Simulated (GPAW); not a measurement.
# AgCl (Chlorargyrite) (Fm-3m) in GPAW: a series of runs

Aim: see how the results for AgCl (Chlorargyrite) move with the level of theory and the settings. Levels: LDA, PBEsol. Tasks: band structure.

All numbers are computed with GPAW 26.7.0; they aren't measurements. Logs are shortened: lines on timing, memory, paths and dates and some standing lists are left out, and cuts for length are marked. The log counts tension as positive stress, the text compression.

**What was measured.**

A printed reference work, data compilation reports, for a bulk crystal of AgCl: band gap 3.249 eV (indirect).

The runs below are set against these values where they give the same quantity.

**1. The crystal as given**

The structure is cubic, space group Fm-3m (No. 225). The conventional cell has a = 5.470 Å, b = 5.470 Å, c = 5.470 Å, α = 90.00°, β = 90.00°, γ = 90.00°. Ag (site symmetry m-3m) is surrounded by 6 Cl at 2.73 Å. Cl (site symmetry m-3m) has 6 Ag at 2.73 Å as nearest neighbours.

**2. Band structure, LDA**

File run.py:

```python
from ase import Atoms
from ase.dft.bandgap import bandgap
from ase.io import write
from ase.units import GPa
from gpaw import GPAW, PW

atoms = Atoms(['Ag', 'Cl'],
              cell=[[0.0, 2.735, 2.735],
                    [2.735, 0.0, 2.735],
                    [2.735, 2.735, 0.0]],
              scaled_positions=[[0.0, 0.0, 0.0],
                                [0.5, 0.5, 0.5]],
              pbc=True)

calc = GPAW(mode=PW(600),
            xc='LDA',
            kpts={'size': (8, 8, 8), 'gamma': True},
            occupations={'name': 'fermi-dirac', 'width': 0.05},
            nbands=23,
            convergence={'density': 1e-05, 'energy': 1e-05},
            maxiter=150,
            txt='gpaw.txt')
atoms.calc = calc
energy = atoms.get_potential_energy()
forces = atoms.get_forces()
stress = atoms.get_stress()
calc.write('gs.gpw')
write('result.traj', atoms)
print(f'Energy: {energy:.6f} eV')
print('Forces (eV/A):')
print(forces.round(4))
print('Stress (GPa):', (stress / GPa).round(3))
print('Fermi level:', round(calc.get_fermi_level(), 4), 'eV')
print(f'Gap: {bandgap(calc)[0]:.4f} eV, direct: {bandgap(calc, direct=True)[0]:.4f} eV')

path = atoms.cell.bandpath('GXWKGLUWLK,UX', npoints=60, eps=1e-4)
bs_calc = calc.fixed_density(kpts=path, symmetry='off', nbands=35,
                             convergence={'bands': 'CBM+6.0', 'eigenstates': 1e-6}, txt='bands.txt')
bs = bs_calc.band_structure()
bs.write('bs.json')
print(f'Gap on the path: {bandgap(bs_calc)[0]:.4f} eV')
```

Potentials or basis: the program's PAW data sets (release 1.2.1) made for this functional, pw.

Run with:

```
OMP_NUM_THREADS=1 python run.py
```

gpaw.txt:

```text
__  _  _
 | _ |_)|_||  |
 |__||  | ||/\| - 26.7.0

Input parameters:
  mode=PW(ecut=600.0),
  convergence={'density': 1e-05, 'energy': 1e-05},
  kpts=MonkhorstPack(size=(8, 8, 8), gamma=True),
  maxiter=150,
  nbands=23,
  occupations=Occupations(name='fermi-dirac', width=0.05),
  xc=XC(name='LDA')

Diagonalizing LCAO Hamiltonian
Converting LCAO to pw mode

                Cl

       Ag

Atoms  # Å, Bohr magnetons
|   | symbol |        x |        y |        z |    initial magnetic moments |
|---|--------|----------|----------|----------|-----------------------------|
| 0 |     Ag | 0.000000 | 0.000000 | 0.000000 | ( 0.0000,  0.0000,  0.0000) |
| 1 |     Cl | 2.735000 | 2.735000 | 2.735000 | ( 0.0000,  0.0000,  0.0000) |

Unit cell  # Å
| periodic |        x |        y |        z |  lengths |    angles |
|----------|----------|----------|----------|----------|-----------|
|      yes | 0.000000 | 2.735000 | 2.735000 | 3.867874 | 60.000000 |
|      yes | 2.735000 | 0.000000 | 2.735000 | 3.867874 | 60.000000 |
|      yes | 2.735000 | 2.735000 | 0.000000 | 3.867874 | 60.000000 |

Number of symmetries: 48
Symmetry operations  # r_c * U_cc + t_c -> r_c
|    | kind |            matrix            |
|----|------|------------------------------|
|  0 |  σ   |  1, 0, 0,  1, 0,-1,  1,-1, 0 |
|  1 |  C2  |  1, 0, 0,  1,-1, 0,  1, 0,-1 |
|  2 |  E   |  1, 0, 0,  0, 1, 0,  0, 0, 1 |
|  3 |  σ   |  1, 0, 0,  0, 0, 1,  0, 1, 0 |
|  4 |  C4  |  1, 0,-1,  1, 0, 0,  1,-1, 0 |
|  5 |  S6  |  1, 0,-1,  1,-1, 0,  1, 0, 0 |
|  6 |  σ   |  1, 0,-1,  0, 1,-1,  0, 0,-1 |
|  7 |  C3  |  1, 0,-1,  0, 0,-1,  0, 1,-1 |
|  8 |  S6  |  1,-1, 0,  1, 0, 0,  1, 0,-1 |
|  9 |  C4  |  1,-1, 0,  1, 0,-1,  1, 0, 0 |
| 10 |  C3  |  1,-1, 0,  0,-1, 1,  0,-1, 0 |
| 11 |  σ   |  1,-1, 0,  0,-1, 0,  0,-1, 1 |
| 12 |  σ   |  0, 1, 0,  1, 0, 0,  0, 0, 1 |
| 13 |  C4  |  0, 1, 0,  0, 1,-1, -1, 1, 0 |
| 14 |  C3  |  0, 1, 0,  0, 0, 1,  1, 0, 0 |
| 15 |  S6  |  0, 1, 0, -1, 1, 0,  0, 1,-1 |
| 16 |  C2  |  0, 1,-1,  1, 0,-1,  0, 0,-1 |
| 17 |  σ   |  0, 1,-1,  0, 1, 0, -1, 1, 0 |
| 18 |  S4  |  0, 1,-1,  0, 0,-1,  1, 0,-1 |
| 19 |  C4  |  0, 1,-1, -1, 1, 0,  0, 1, 0 |
| 20 |  C3  |  0, 0, 1,  1, 0, 0,  0, 1, 0 |
| 21 |  σ   |  0, 0, 1,  0, 1, 0,  1, 0, 0 |
| 22 |  S6  |  0, 0, 1,  0,-1, 1, -1, 0, 1 |
| 23 |  C4  |  0, 0, 1, -1, 0, 1,  0,-1, 1 |
| 24 |  S4  |  0, 0,-1,  1, 0,-1,  0, 1,-1 |
| 25 |  C3  |  0, 0,-1,  0, 1,-1,  1, 0,-1 |
| 26 |  C2  |  0, 0,-1,  0,-1, 0, -1, 0, 0 |
| 27 |  S6  |  0, 0,-1, -1, 0, 0,  0,-1, 0 |
| 28 |  S4  |  0,-1, 1,  1,-1, 0,  0,-1, 0 |
| 29 |  C4  |  0,-1, 1,  0, 0, 1, -1, 0, 1 |
| 30 |  C2  |  0,-1, 1,  0,-1, 0,  1,-1, 0 |
| 31 |  σ   |  0,-1, 1, -1, 0, 1,  0, 0, 1 |
| 32 |  C3  |  0,-1, 0,  1,-1, 0,  0,-1, 1 |
| 33 |  S6  |  0,-1, 0,  0, 0,-1, -1, 0, 0 |
| 34 |  S4  |  0,-1, 0,  0,-1, 1,  1,-1, 0 |
| 35 |  C2  |  0,-1, 0, -1, 0, 0,  0, 0,-1 |
| 36 |  C2  | -1, 1, 0,  0, 1, 0,  0, 1,-1 |
| 37 |  S6  | -1, 1, 0,  0, 1,-1,  0, 1, 0 |
| 38 |  S4  | -1, 1, 0, -1, 0, 1, -1, 0, 0 |
| 39 |  C3  | -1, 1, 0, -1, 0, 0, -1, 0, 1 |
| 40 |  S6  | -1, 0, 1,  0, 0, 1,  0,-1, 1 |
| 41 |  C2  | -1, 0, 1,  0,-1, 1,  0, 0, 1 |
| 42 |  C3  | -1, 0, 1, -1, 1, 0, -1, 0, 0 |
| 43 |  S4  | -1, 0, 1, -1, 0, 0, -1, 1, 0 |
| 44 |  C2  | -1, 0, 0,  0, 0,-1,  0,-1, 0 |
| 45 |  i   | -1, 0, 0,  0,-1, 0,  0, 0,-1 |
| 46 |  σ   | -1, 0, 0, -1, 1, 0, -1, 0, 1 |
| 47 |  C2  | -1, 0, 0, -1, 0, 1, -1, 1, 0 |

BZ-sampling:
  Number of BZ points: 512
  Number of IBZ points: 29

  Monkhorst-Pack size: [8, 8, 8]
  Monkhorst-Pack shift: [0.0625, 0.0625, 0.0625]

K-points  # in reciprocal-cell coordinates
|     |                                coordinates |     weight |
|-----|--------------------------------------------|------------|
|   0 | (  0.00000000,   0.00000000,   0.00000000) | 0.00195312 |
|   1 | (  0.12500000,   0.12500000,   0.00000000) | 0.01171875 |
|   2 | (  0.12500000,   0.12500000,   0.12500000) | 0.01562500 |
|   3 | (  0.25000000,   0.12500000,   0.12500000) | 0.02343750 |
|   4 | (  0.25000000,   0.25000000,   0.00000000) | 0.01171875 |
|   5 | (  0.25000000,   0.25000000,   0.12500000) | 0.04687500 |
|   6 | (  0.25000000,   0.25000000,   0.25000000) | 0.01562500 |
|   7 | (  0.37500000,   0.25000000,  -0.37500000) | 0.04687500 |
|   8 | (  0.37500000,   0.25000000,   0.12500000) | 0.04687500 |
|   9 | (  0.37500000,   0.25000000,   0.25000000) | 0.04687500 |
| ... |                                            |            |
|  28 | (  0.50000000,   0.50000000,   0.50000000) | 0.00781250 |

Plane wave coefficients: 1384
Cutoff: 600.0 eV

Spin-components: 1 (collinear spins)
Bands:           23
Projectors:      11
Spin-degeneracy: 2
Datatype:        complex128

Parallelization:
  kpt:    1
  domain: 1
  band:   1

Density:
  Valence electrons: 24.0
  Components: 1
  Grid points: [24 24 24]
  Charge: 0.0  # |e|

Potential:
  Grid points: [24 24 24]

species:
  Ag:
    name:    Silver
    Z:       47.0
    valence: 17
    core:    30
    charge:  0.0  # [|e|]
    compensation charges:
      type: gauss
      rc: 0.40  # [Å]
      lmax: 2
    cutoffs:
      filter: 2.35  # [Å]
      core: 2.19  # [Å]
    projectors
    | kind |    occ | energy [eV] | rcut [Å] |
    |------|--------|-------------|----------|
    |   5s |  1.000 |      -4.708 |    1.286 |
    |   4p |  6.000 |     -58.678 |    1.328 |
    |   5p |  0.000 |      -0.844 |    1.328 |
    |   4d | 10.000 |      -7.664 |    1.180 |
    |    s |        |      22.503 |    1.286 |
    |    d |        |      19.547 |    1.180 |

    Using partial waves for Ag as LCAO basis

  Cl:
    name:    Chlorine
    Z:       17.0
    valence: 7
    core:    10
    charge:  0.0  # [|e|]
    compensation charges:
      type: gauss
      rc: 0.25  # [Å]
      lmax: 2
    cutoffs:
      filter: 1.40  # [Å]
      core: 1.49  # [Å]
    projectors
    | kind |    occ | energy [eV] | rcut [Å] |
    |------|--------|-------------|----------|
    |   3s |  2.000 |     -20.688 |    0.794 |
    |   3p |  5.000 |      -8.701 |    0.794 |
    |    s |        |       6.523 |    0.794 |
    |    p |        |      18.511 |    0.794 |
    |    d |        |       0.000 |    0.794 |

    Using partial waves for Cl as LCAO basis

Reference energy: -156983.661887  # eV

eigensolver:
  PPCG
  Converge bands: occupied
  niter=2

density mixing:
  MSR1-Mixer
  Pratt-step length: 0.05
  Maximum mixing coefficient: 0.75
  Old densities: 10
  SVD Regularization: 0.005
  Good broyden scale: 1.0
  Trust region scale: 1.0
  Backstep threshold: 4.0
  History deletion threshold: 6.0
  Fourier metric: weight=20.0, sigma=0.015

occupation numbers:
  Fermi-Dirac:
    width: 0.0500  # eV

poisson solver:
  ecut: 4800.0  # eV

xc functional:
  name: None

convergence criteria:
[... 6 lines left out ...]
|iter     | |      energy | eigst |  dens |
|---------|-|-------------|-------|-------|
|iter:   1| |   -7.013469 | -0.48 |       |
|iter:   2| |   -6.987766 | -2.26 | -1.58 |
|iter:   3| |   -6.882493 | -2.54 | -1.62 |
|iter:   4| |   -6.879471 | -4.11 | -2.06 |
|iter:   5| |   -6.878750 | -4.58 | -2.50 |
|iter:   6| |   -6.878751 | -6.02 | -3.21 |
|iter:   7| |   -6.878752c| -7.46c| -3.84 |
|iter:   8| |   -6.878752c| -8.15c| -4.85 |
|iter:   9| |   -6.878752c| -8.92c| -5.83c|

Converged in 9 steps
Energy contributions relative to reference atoms: (reference = -156983.661887)

Energy contributions:
  Kinetic:           6.876635
  Coulomb:          -6.726949
  Zero:              0.030702
  External:          0.000000
  Xc:               -7.059123
  Entropy:          -0.000033
  Spinorbit:         0.000000
  ----------------------------
  Free energy:      -6.878769
  Extrapolated:     -6.878752

dipole moment: (-16.809762, -16.809762, -16.809762)  # |e|*Ang

Fermi level: 4.656
Eigenvalues  # (at kpt = [0.000, 0.000, 0.000])
| band index |      eig [eV] | occ [0-2] |
|------------|---------------|-----------|
|          0 |       -49.065 |     2.000 |
|        ... |               |           |
|          4 |         1.583 |     2.000 |
|          5 |         1.583 |     2.000 |
|          6 |         1.583 |     2.000 |
|          7 |         1.624 |     2.000 |
|          8 |         1.624 |     2.000 |
|          9 |         1.781 |     2.000 |
|         10 |         1.781 |     2.000 |
|         11 |         1.781 |     2.000 |
|         12 |         4.878 |     0.023 |
|         13 |        14.829 |     0.000 |
|         14 |        14.829 |     0.000 |
|         15 |        14.829 |     0.000 |
|         16 |        16.287 |     0.000 |
|         17 |        17.557 |     0.000 |
|         18 |        17.557 |     0.000 |
|         19 |        17.557 |     0.000 |
|        ... |               |           |
|         22 |        24.225 |     0.000 |

Gap: 0.596 eV
Transition (v -> c):
  (s=0, k=28, n=11, [0.50, 0.50, 0.50]) -> (s=0, k=0, n=12, [0.00, 0.00, 0.00])
Direct/indirect transitions are different
Direct gap: 3.082 eV
Transition at: (s=0, k=2, n=11, [0.12, 0.12, 0.12])

Forces  # eV/Ang
|       x |        y |       z |
|---------|----------|---------|
| 0.00000 |  0.00000 | 0.00000 |  # Ag   0
| 0.00000 | -0.00000 | 0.00000 |  # Cl   1

Stress tensor  # eV/Ang^3
|        x |         y |         z |
|----------|-----------|-----------|
| 0.022875 |  0.000000 |  0.000000 |
| 0.000000 |  0.022875 | -0.000000 |
| 0.000000 | -0.000000 |  0.022875 |

# Writing to gs.gpw (mode='')
```

It took 45 s on 1 thread of Intel Xeon Platinum 8259CL at 2.50GHz (Skylake/Cascade Lake), shared host; peak memory 0.25 GiB.

What came out:

```
Free energy             : -6.8788 eV
Pressure                : -3.7 GPa
Band gap on the k mesh  : 0.60 eV, indirect (least direct gap 3.08 eV)
Band gap along the path : 0.60 eV, indirect (least direct gap 2.89 eV)
```

Levels at the corners of the path, in eV from the valence-band top:
| point | band 9 | band 10 | band 11 | band 12 | band 13 | band 14 |
| --- | --- | --- | --- | --- | --- | --- |
| Γ | -2.66 | -2.50 | -2.50 | -2.50 | 0.60 | 10.55 |
| X | -2.44 | -2.14 | -2.14 | -2.03 | 2.00 | 7.74 |
| W | -2.18 | -2.14 | -2.14 | -1.36 | 4.01 | 7.64 |
| K | -2.21 | -2.01 | -1.82 | -1.17 | 3.31 | 7.00 |
| Γ | -2.66 | -2.50 | -2.50 | -2.50 | 0.60 | 10.55 |
| L | -2.28 | -1.94 | 0.00 | 0.00 | 3.81 | 6.53 |
| U | -2.21 | -2.01 | -1.82 | -1.17 | 3.31 | 7.00 |
| W | -2.18 | -2.14 | -2.14 | -1.36 | 4.01 | 7.64 |
| L | -2.28 | -1.94 | 0.00 | 0.00 | 3.81 | 6.53 |
| K | -2.21 | -2.01 | -1.82 | -1.17 | 3.31 | 7.00 |
| U | -2.21 | -2.01 | -1.82 | -1.17 | 3.31 | 7.00 |
| X | -2.44 | -2.14 | -2.14 | -2.03 | 2.00 | 7.74 |

**3. Band structure, PBEsol**

run.py: that of step 2 with these lines changed.

```diff
@@ -4,3 +4,5 @@
 from ase.units import GPa
-from gpaw import GPAW, PW
+from gpaw import GPAW, PW, setup_paths
+
+setup_paths.insert(0, '.')
 
@@ -15,3 +17,3 @@
 calc = GPAW(mode=PW(600),
-            xc='LDA',
+            xc='PBEsol',
             kpts={'size': (8, 8, 8), 'gamma': True},
```

Potentials or basis: PAW data sets generated in the run's folder for this functional, pw.

Run with:

```
gpaw-setup -f PBEsol Ag Cl
OMP_NUM_THREADS=1 python run.py
```

Run time: 47 s. Hardware: 1 thread of Intel Xeon Platinum 8488C (Sapphire Rapids), shared host; peak memory 0.25 GiB.

It converged, with:

```
Free energy             : -6.1559 eV
Pressure                : -0.6 GPa
Band gap on the k mesh  : 0.70 eV, indirect (least direct gap 3.17 eV)
Band gap along the path : 0.70 eV, indirect (least direct gap 2.99 eV)
```

Levels at the corners of the path, in eV from the valence-band top:
| point | band 10 | band 11 | band 12 | band 13 | band 14 |
| --- | --- | --- | --- | --- | --- |
| Γ | -2.53 | -2.53 | -2.53 | 0.70 | 10.55 |
| X | -2.10 | -2.10 | -1.99 | 2.13 | 7.74 |
| W | -2.10 | -2.10 | -1.32 | 4.13 | 7.68 |
| K | -1.98 | -1.79 | -1.15 | 3.44 | 7.05 |
| Γ | -2.53 | -2.53 | -2.53 | 0.70 | 10.55 |
| L | -1.90 | 0.00 | 0.00 | 3.88 | 6.65 |
| U | -1.98 | -1.79 | -1.15 | 3.44 | 7.05 |
| W | -2.10 | -2.10 | -1.32 | 4.13 | 7.68 |
| L | -1.90 | 0.00 | 0.00 | 3.88 | 6.65 |
| K | -1.98 | -1.79 | -1.15 | 3.44 | 7.05 |
| U | -1.98 | -1.79 | -1.15 | 3.44 | 7.05 |
| X | -2.10 | -2.10 | -1.99 | 2.13 | 7.74 |

**4. How close it comes**

Step 2. A measured gap of AgCl is 3.249 eV (indirect; a printed reference work, data compilation); the calculated 0.60 eV misses it by -2.65 eV. So large a miss can be the level of theory's own, or it may mean another phase, state or a wrong row. Spin-orbit coupling on Ag is left out. The value is that of LDA, without temperature or zero-point motion. Semilocal functionals fall short of measured gaps as a rule.

Step 3. Against the measured gap of AgCl, 3.249 eV (indirect; a printed reference work, data compilation), the calculated 0.70 eV is off by -2.54 eV. So large a miss can be the level of theory's own, or it may mean another phase, state or a wrong row. Spin-orbit coupling on Ag is left out. The value is that of PBEsol, without temperature or zero-point motion. Semilocal functionals fall short of measured gaps as a rule.
